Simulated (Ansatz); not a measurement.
# Mn (P6_3/mmc) in Ansatz: a series of runs

The runs below take Mn through single point, with PBE.

All numbers are computed with Ansatz 0.2.0; they aren't measurements. Logs are shortened: lines on timing, memory, paths and dates and some standing lists are left out, and cuts for length are marked.

### Step 1. The crystal as given

It takes space group P6_3/mmc (No. 194, hexagonal). The conventional cell has a = 2.484 Å, b = 2.484 Å, c = 4.026 Å, α = 90.00°, β = 90.00°, γ = 120.00°. Mn (site symmetry -6m2) is surrounded by 12 Mn at 2.47 to 2.48 Å.

This isn't the form of Mn at room conditions, which is a 58-atom cubic cell.

### Step 2. Single point, PBE, collinear spin, ferromagnetic start

The input, input.yaml:

```yaml
crystal:
  lattice:
    - [2.4836457705, 0.0, 0.0]
    - [-1.2418228853, 2.1509003313, 0.0]
    - [0.0, 0.0, 4.026195]
  atoms:
    - { symbol: Mn, position: [0.3333333333, 0.6666666667, 0.25], spin: 4.0 }
    - { symbol: Mn, position: [0.6666666667, 0.3333333333, 0.75], spin: 4.0 }
hamiltonian:
  xc: pbe
  pseudopotentials: { kind: paw }
magnetization:
  spin_polarized: true
kpoints:
  mp_grid: { grid: [12, 12, 7] }
scf:
  occupations: { method: gaussian, width: 0.019 }
output:
  forces: true
  stress: true
  eigenvalues: true
```

Potentials or basis: Ansatz PAW.

On the command line:

```
> ansatz run input.yaml --threads 2 --pin off --max-ram 5632MiB --backend cpu --events-out ev --progress --plain --runs-dir out
```

What it wrote:

```text
Warning: RAYON_NUM_THREADS=2 ignored (pool sized by the plan → 2); use --threads N
Engine: ansatz 0.2.0, x86_64-unknown-linux-gnu
Pseudopotentials: kind: paw
Pseudopotential: Mn, paw, valence charge 15, recommended cutoff 420 eV (normal), Mn.paw.azcp
Functional definition: PBE
  parameter kappa = 0.804
  parameter beta = 0.06672455060314922
  exchange = pbe_x(kappa = kappa, mu = beta*pi^2/3)
  correlation = pbe_c(beta = beta)
Crystal: 2 atoms, lattice volume = 21.508 Å³
Basis set: ecut = 420 eV, 391 PW (Γ), exchange–correlation on 36×36×54 points (8 copies of the dense FFT grid, shifted against one another)
Bands: 23, of which v1, the nominal top of the filled ones, is band 15 counted from 1 (14 counted from 0)
Symmetry: 24 space group operations
Space group: P63/mmc (ITA 194), of the structure as read, at distance tolerance 2.8e-5 Å
Magnetic group: BNS 194.263 (UNI 1493), of the structure as read, at distance tolerance 2.8e-5 Å
k-points: 76 of 1008
Non-local potential: Mn, projectors of the file, l = 0: 3, l = 1: 2, l = 2: 3, l = 3: 1
PAW form: soft (Blöchl's): semilocal exchange-correlation on the pseudo side does not see the compensation charge
PAW one-centre angular grid: Mn, 590 points (default); XC on 64 Gauss nodes
Initial density: superposition of atomic densities (chi_scale 0.1, normalization cell)
Starting moments: Σ|m| = 8 μB on 2 of 2 sites
Initial wavefunctions: pseudopotential atomic-orbital guess
Functional: x = pbe(κ = 0.804, μ = 0.2195149727645171), c = pbe(β = 0.06672455060314922)
[...]
SCF 1 converged in 10 iterations: F = -7797.571875 eV  dr2 = 4.49e-10
[...]
SCF iter   4: F=—  HF=-7797.572082 eV  |F-HF|=—  |Δ(HF+E_count)|=   7.12e-8  Δρ=8.20e-6 (↑8.20e-6 ↓5.09e-6)  dr2=1.17e-8  dr2_m=5.64e-9  M=0.000 μB ∫|m|=0.462 μB  ethr=3.33e-10  ⟨swp⟩=2.0  Hψ=9630  notcnv=0
SCF iter   5: F=—  HF=-7797.572082 eV  |F-HF|=—  |Δ(HF+E_count)|=   5.01e-8  Δρ=3.05e-6 (↑3.05e-6 ↓2.44e-6)  dr2=1.07e-10  dr2_m=1.45e-9  M=-0.000 μB ∫|m|=0.465 μB  ethr=8.72e-11  ⟨swp⟩=1.3  Hψ=9673  notcnv=0
SCF iter   6: F=-7797.572082 eV  HF=-7797.572082 eV  |F-HF|=2.18e-11  |Δ(HF+E_count)|=   1.15e-8  Δρ=3.32e-7 (↑2.77e-7 ↓3.32e-7)  dr2=2.47e-11  dr2_m=6.69e-12  M=0.000 μB ∫|m|=0.466 μB  ethr=8.67e-12  ⟨swp⟩=1.5  Hψ=9761  notcnv=0
SCF iter   7: F=-7797.572082 eV  HF=-7797.572082 eV  |F-HF|=2.09e-11  |Δ(HF+E_count)|=    0.00e0  Δρ=3.32e-7 (↑2.77e-7 ↓3.32e-7)  dr2=2.47e-11  dr2_m=6.71e-12  M=0.000 μB ∫|m|=0.466 μB  ethr=1.00e-12  ⟨swp⟩=1.8  Hψ=10160  notcnv=0
SCF 2 converged in 7 iterations: F = -7797.572082 eV  dr2 = 2.47e-11
an SCF along what the orbitals of the run's state read of its open shells (or to have them read: on a GPU, or by another smearing), with 12 of the crystal's symmetry operations given up, reached no lower state that the run goes on to. This is no proof of a minimum
WARN: the starting moments were not kept: the SCF closed with an absolute magnetisation of 2.5e-6 μB, where they sum to 8 μB in size (2 sites). That is at most 0.1 of that sum. Measured as dr2_m measures the in/out step, that magnetisation stands 1.5e-12 eV from none, at or under the dr2_threshold of 1.0e-7 eV: it is no larger than a step whose dr2_m would equal this threshold. The system may hold no moment; this SCF shows only that its start led to no more than that. To try another start: raise the starting moments (crystal.atoms[].spin, magnetization.per_species, magnetization.initial_magnetization, or on a non-collinear deck that types none of these the spinor_matrix: blocks that start its atoms; where the total moment is fixed, keep their sum and leave initial_magnetization as it is; typed ones take the place of any that the run laid by itself, positive ones on a crystal's lanthanoids without a Hubbard term where scf.initial_density.shell_occupations: [] is typed) or, if the notice of its spin-set hold's release reads "site moments contracting" or "site moments show no strong build", lengthen the hold (scf.mixing.spin_hold: { on: { confirm: 4 } }; for m-r²SCAN on two components see the key's manual first). Each may lead to a state that holds a moment. A second SCF, from the converged charge density, with the starting moments and any scf.initial_density.shell_occupations laid on it anew, would have followed, and was not run: the deck does not ask for one (magnetization.retry_lost_moments is false, the default). To let it run, set magnetization.retry_lost_moments: true and run the deck again, where that key's refused combinations let it; where memory then withholds it, that run's warning says so.
SCF converged after 10 iterations
Magnetization: -0.0000 μB (15.0000 up, 15.0000 down)
Absolute magnetization: 0.0000 μB (∫|ρ↑−ρ↓|, with the PAW one-centre terms)
Spin contamination: 0.0000 ħ² per cell (⟨S²⟩ above its minimum at these occupations)
Per-site moments (μB) at R_I (Å): [(2.1155729035833603e-7, 1.0195283593829112), (2.1155729066470464e-7, 1.0195283593829112)]
Free energy (F): -7797.571875 eV
Harris-Foulkes:  -7797.571875 eV  (|F-HF|=3.33e-10)
Internal energy: -7797.571533 eV  (E = F + TS)
E sigma→0 (E₀):  -7797.571704 eV
Entropy (-TS):   -0.000342 eV (-0.171 meV/atom)
Fermi energy:    20.180803 eV
--- Per-component energies (eV) ---
  E_band       = -315.182533
  E_kinetic    = 617.061257
  E_local      = -3125.081435  (includes V_loc(G=0)·N_el)
  E_nonlocal   = 472.503332
  E_hartree    = 1301.220494
  E_xc         = -231.712759
  E_vxc        = -296.970533  (∫ρ·V_xc dr)
  E_paw        = -2592.265957  (= ΣΔE_a)
  E_vpaw       = -585.137618  (= ΣTr[D̂ρ^β])
  E_aug_tail   = -0.000017  (compensation charges beyond the density's cutoff)
  E_ewald      = -4239.296449
  E_smearing   = -0.000342  (= −TS)
  E_closure    = -0.000000  (closes the sum)
  Σ components = -7797.571875   (vs F -7797.571875, Δ=0.00e0)
--- Forces (eV/Å), atoms counted from 1 ---
  atom   1  Mn     0.00000000    -0.00000000     0.00000000
  atom   2  Mn    -0.00000000     0.00000000    -0.00000000
  max |Σ_I F_I| component: 2.31e-18 eV/Å
--- Stress (GPa, compression-positive) ---
       -1.271702      -0.000000       0.000000
        0.000000      -1.271702      -0.000000
        0.000000      -0.000000      -1.250396
  P = ⅓ Tr σ = -1.2646 GPa (-12.646 kbar)
--- Band table (eV; the first three rows and the last of 152) ---
  k-point 0 ↑: bands = ["-58.9892", "-58.8287", "-28.0545", "-27.3846", "-27.3846", "-27.2803", "-27.2803", "-27.2770", "11.9472", "15.7280", "19.1950", "19.2322", "19.2322", "19.7028", "19.7028", "20.2349", "20.2349", "20.8436", "21.7958", "21.7958", "29.3983", "40.8753", "44.1071"]
  k-point 1 ↑: bands = ["-58.9813", "-58.8367", "-28.0171", "-27.3794", "-27.3794", "-27.3167", "-27.2855", "-27.2855", "12.1653", "15.6907", "19.1118", "19.1654", "19.1654", "19.6216", "19.6216", "20.2693", "20.4085", "20.4085", "21.7859", "21.7859", "30.3382", "40.6545", "43.6129"]
  k-point 2 ↑: bands = ["-58.9592", "-58.8591", "-27.9117", "-27.4271", "-27.3650", "-27.3650", "-27.3000", "-27.3000", "12.7924", "15.4504", "18.8985", "19.0848", "19.0848", "19.2413", "19.4303", "19.4303", "20.7866", "20.7866", "21.7150", "21.7150", "32.5609", "39.9454", "42.3067"]
  k-point 75 ↓: bands = ["-58.7960", "-58.7960", "-27.8827", "-27.8827", "-27.7533", "-27.7005", "-27.4183", "-27.4183", "17.3149", "17.4044", "17.4044", "17.5101", "18.5773", "18.5773", "20.0891", "20.3906", "21.8494", "21.8494", "27.8971", "27.8971", "28.9839", "30.2370", "32.3292"]
```

Run time: 36 s. Hardware: 2 threads of Intel Xeon at 2.50GHz (Skylake/Cascade Lake), shared host; peak memory 0.54 GiB.

What came out:

```
Free energy            : -7797.5719 eV
Pressure               : -1.3 GPa
Band gap on the k mesh : none (metal or under the smearing width)
Net moment             : 0.00 μB per cell
Absolute moment        : 0.00 μB per cell
```

Levels at points of the mesh, in eV from the Fermi level:
Spin up:
| k point | band 11 | band 12 | band 13 | band 14 | band 15 | band 16 | band 17 | band 18 | band 19 | band 20 |
| --- | --- | --- | --- | --- | --- | --- | --- | --- | --- | --- |
| (0.00, 0.00, 0.00) | -0.99 | -0.95 | -0.95 | -0.48 | -0.48 | 0.05 | 0.05 | 0.66 | 1.62 | 1.62 |
| (0.00, -0.50, 0.00) | -3.70 | -1.37 | -1.15 | -0.95 | -0.43 | 1.83 | 1.97 | 2.05 | 3.58 | 5.66 |
Spin down:
```tsv
k point	band 11	band 12	band 13	band 14	band 15	band 16	band 17	band 18	band 19	band 20
(0.00, 0.00, 0.00)	-0.99	-0.95	-0.95	-0.48	-0.48	0.05	0.05	0.66	1.62	1.62
(0.00, -0.50, 0.00)	-3.70	-1.37	-1.15	-0.95	-0.43	1.83	1.97	2.05	3.58	5.66
```

Caveat: the starting moments collapsed, and a magnetic state may lie lower; the starting moments weren't kept.

### Step 3. Single point, PBE, collinear spin, ferromagnetic start

input.yaml: that of step 2 with these lines changed.

```diff
@@ -16,3 +16,3 @@
 scf:
-  occupations: { method: gaussian, width: 0.019 }
+  occupations: { method: gaussian, width: 0.02 }
 output:
```

Potentials or basis: Ansatz PAW.

On the command line:

```
> ansatz run input.yaml --threads 2 --pin off --max-ram 5632MiB --backend cpu --events-out ev --progress --plain --runs-dir out
```

What it wrote:

```text
Warning: RAYON_NUM_THREADS=2 ignored (pool sized by the plan → 2); use --threads N
[... 8 set-up lines as earlier in the session ...]
Crystal: 2 atoms, lattice volume = 21.508 Å³
[... 61 lines left out ...]
  E_xc         = -231.712747
  E_vxc        = -296.970518  (∫ρ·V_xc dr)
  E_paw        = -2592.265892  (= ΣΔE_a)
  E_vpaw       = -585.137441  (= ΣTr[D̂ρ^β])
  E_aug_tail   = -0.000017  (compensation charges beyond the density's cutoff)
  E_ewald      = -4239.296449
  E_smearing   = -0.000381  (= −TS)
  E_closure    = -0.000000  (closes the sum)
  Σ components = -7797.571894   (vs F -7797.571894, Δ=0.00e0)
--- Forces (eV/Å), atoms counted from 1 ---
  atom   1  Mn     0.00000000    -0.00000000     0.00000000
  atom   2  Mn     0.00000000     0.00000000    -0.00000000
  max |Σ_I F_I| component: 3.47e-18 eV/Å
--- Stress (GPa, compression-positive) ---
       -1.272605      -0.000000       0.000000
       -0.000000      -1.272605      -0.000000
        0.000000      -0.000000      -1.247719
  P = ⅓ Tr σ = -1.2643 GPa (-12.643 kbar)
--- Band table (eV; the first three rows and the last of 152) ---
  k-point 0 ↑: bands = ["-58.9892", "-58.8287", "-28.0545", "-27.3846", "-27.3846", "-27.2804", "-27.2804", "-27.2770", "11.9472", "15.7280", "19.1951", "19.2322", "19.2322", "19.7027", "19.7027", "20.2349", "20.2349", "20.8436", "21.7958", "21.7958", "29.3983", "40.8753", "44.1071"]
  k-point 1 ↑: bands = ["-58.9813", "-58.8367", "-28.0171", "-27.3795", "-27.3795", "-27.3166", "-27.2856", "-27.2856", "12.1653", "15.6907", "19.1118", "19.1654", "19.1654", "19.6216", "19.6216", "20.2693", "20.4085", "20.4085", "21.7859", "21.7859", "30.3382", "40.6545", "43.6129"]
  k-point 2 ↑: bands = ["-58.9592", "-58.8591", "-27.9117", "-27.4271", "-27.3650", "-27.3650", "-27.3001", "-27.3001", "12.7924", "15.4504", "18.8985", "19.0847", "19.0847", "19.2413", "19.4302", "19.4302", "20.7866", "20.7866", "21.7150", "21.7150", "32.5609", "39.9454", "42.3067"]
  k-point 75 ↓: bands = ["-58.7960", "-58.7960", "-27.8827", "-27.8827", "-27.7533", "-27.7005", "-27.4183", "-27.4183", "17.3149", "17.4044", "17.4044", "17.5101", "18.5773", "18.5773", "20.0890", "20.3906", "21.8494", "21.8494", "27.8971", "27.8971", "28.9839", "30.2370", "32.3292"]
```

Wall time 33 s (2 threads of Intel Xeon at 2.50GHz (Skylake/Cascade Lake), shared host); peak memory 0.54 GiB.

What came out:

```
Free energy            : -7797.5719 eV
Pressure               : -1.3 GPa
Band gap on the k mesh : none (metal or under the smearing width)
Net moment             : 0.00 μB per cell
Absolute moment        : 0.00 μB per cell
```

Caveat: the starting moments collapsed, and a magnetic state may lie lower; the starting moments weren't kept.

### Step 4. Single point, PBE, collinear spin, ferromagnetic start

input.yaml: that of step 3 with these lines changed.

```diff
@@ -16,3 +16,3 @@
 scf:
-  occupations: { method: gaussian, width: 0.02 }
+  occupations: { method: gaussian, width: 0.021 }
 output:
@@ -21 +21,5 @@
   eigenvalues: true
+  write_density: true
+  write_potential: true
+  elf: true
+  volumetric_format: npy
```

On the command line:

```
> ansatz run input.yaml --threads 2 --pin off --max-ram 5632MiB --backend cpu --events-out ev --progress --plain --runs-dir out
```

It took 33 s on 2 threads of Intel Xeon at 2.50GHz (Skylake/Cascade Lake), shared host; peak memory 0.55 GiB.

It converged, with:

| Quantity | Value |
| --- | --- |
| Free energy | -7797.5719 eV |
| Pressure | -1.3 GPa |
| Band gap on the k mesh | none (metal or under the smearing width) |
| Net moment | 0.00 μB per cell |
| Absolute moment | 0.00 μB per cell |

Levels at points of the mesh, in eV from the Fermi level:
Spin up:
```tsv
k point	band 11	band 12	band 13	band 14	band 15	band 16	band 17	band 18	band 19	band 20
(0.00, 0.00, 0.00)	-0.99	-0.95	-0.95	-0.48	-0.48	0.05	0.05	0.66	1.62	1.62
(0.00, -0.50, 0.00)	-3.70	-1.37	-1.15	-0.95	-0.43	1.83	1.97	2.05	3.58	5.66
```
Spin down:
```tsv
k point	band 12	band 13	band 14	band 15	band 16	band 17	band 18	band 19
(0.00, 0.00, 0.00)	-0.95	-0.95	-0.48	-0.48	0.05	0.05	0.66	1.62
(0.00, -0.50, 0.00)	-1.37	-1.15	-0.95	-0.43	1.83	1.97	2.05	3.58
```

Caveat: the starting moments collapsed, and a magnetic state may lie lower; the starting moments weren't kept.
